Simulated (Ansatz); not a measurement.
Structure: a 6-atom cell of PbF2 (Fm-3m) from a materials database, at its r2SCAN+rVV10 minimum. Space group Fm-3m (No. 225), cubic; a = 5.892 Å in the conventional setting, 17.04 Å³ an atom. Pb has 8 F at 2.55 Å; F has 4 Pb at 2.55 Å. The runs used a cell of 6 atoms, 2 times the primitive one, so meshes, points and the kind of gap refer to a folded zone.

4 runs of Ansatz on this cell differ in the functional (and in the settings that go with it). Levels are in eV from each run's valence top; v1 is the last filled band, c1 the first empty one.

Run A, mean stress +1.9 GPa (compression positive):

| point | v4 | v3 | v2 | v1 | c1 | c2 |
| --- | --- | --- | --- | --- | --- | --- |
| Γ | -2.48 | -2.47 | -2.47 | -0.13 | 6.83 | 9.36 |
| X | -2.47 | -2.47 | -0.13 | -0.13 | 6.83 | 6.83 |
| U | -2.51 | -2.49 | -0.28 | -0.04 | 7.35 | 7.79 |

Run B, mean stress +2.4 GPa (compression positive):

| point | v4 | v3 | v2 | v1 | c1 | c2 |
| --- | --- | --- | --- | --- | --- | --- |
| Γ | -2.31 | -2.30 | -2.30 | -0.14 | 5.71 | 8.20 |
| X | -2.30 | -2.30 | -0.14 | -0.14 | 5.71 | 5.71 |
| U | -2.34 | -2.32 | -0.27 | -0.04 | 6.23 | 6.65 |

Run C, mean stress -3.3 GPa (compression positive):

| point | v4 | v3 | v2 | v1 | c1 | c2 |
| --- | --- | --- | --- | --- | --- | --- |
| Γ | -1.64 | -1.63 | -1.63 | -0.16 | 4.26 | 6.62 |
| X | -1.63 | -1.63 | -0.16 | -0.16 | 4.26 | 4.26 |
| U | -1.67 | -1.65 | -0.23 | -0.04 | 4.77 | 5.19 |

Run D, mean stress +4.2 GPa (compression positive):

| point | v4 | v3 | v2 | v1 | c1 | c2 |
| --- | --- | --- | --- | --- | --- | --- |
| Γ | -1.67 | -1.67 | -1.67 | -0.15 | 4.41 | 6.79 |
| X | -1.67 | -1.67 | -0.15 | -0.15 | 4.41 | 4.41 |
| U | -1.71 | -1.68 | -0.23 | -0.04 | 4.94 | 5.33 |

Problem. Match the runs to LDA, PBE, HSE06, DDH-PBE0.

Solution. A is DDH-PBE0, B is HSE06, C is LDA, D is PBE. In order of the gap: LDA 4.26, PBE 4.41, HSE06 5.71, DDH-PBE0 6.83 eV.

Calculated for a static, non-magnetic cell.

Spin-orbit coupling is left out; in compounds of Pb, Bi, Tl or Hg it can lower a gap by up to about 1 eV, split its edges or invert the bands.

The program warns that its thresholds are loose for a hybrid's stress.

The meshes of the hybrids are coarse, so their gaps aren't converged to the digits shown.
